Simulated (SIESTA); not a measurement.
Runs of SIESTA 5.4.2 on Mo. The cell holds a slab with vacuum, 5 atoms: a = 2.850 Å, b = 2.850 Å, c = 24.307 Å, α = 90.00°, β = 90.00°, γ = 120.00°. The slab is cut from a database's or a generator's crystal, which needn't be the stable form of the element.

```csv
level,potentials or basis,gap on the mesh (eV),largest force (eV/Å)
revPBE,"PseudoDojo 0.4 standard (PBE files), DZP (energy shift 0.003 Ry; two zetas on semicore shells)",none,0.18
PW91,"PseudoDojo 0.4 standard (PBE files), DZP (energy shift 0.003 Ry; two zetas on semicore shells)",none,0.18
RPBE,"PseudoDojo 0.4 standard (PBE files), DZP (energy shift 0.003 Ry; two zetas on semicore shells)",none,0.18
LDA,"PseudoDojo 0.4 standard (LDA files), DZP (energy shift 0.003 Ry; two zetas on semicore shells)",none,(a)
PBEsol,"PseudoDojo 0.4 standard (PBEsol files), DZP (energy shift 0.003 Ry; two zetas on semicore shells)",none,0.33
```

Alike in all rows: task single point; no spin polarisation; cell as given; k mesh 11 × 11 × 1; smearing fermi-dirac 0.05 eV; grid cutoff 800 Ry; energy shift 0.003 Ry.

Q: Estimate the missing entries.

A: (a) 0.52.

Caveats: the basis of atomic orbitals isn't converged, which shifts pressures, moduli and gaps; the potentials were made for another functional, which shifts forces and pressure (some runs).

A k mesh can miss the band edges, and the runs leave out spin-orbit coupling on Mo.

A gap of «none» marks a metal or a gap under the smearing width.
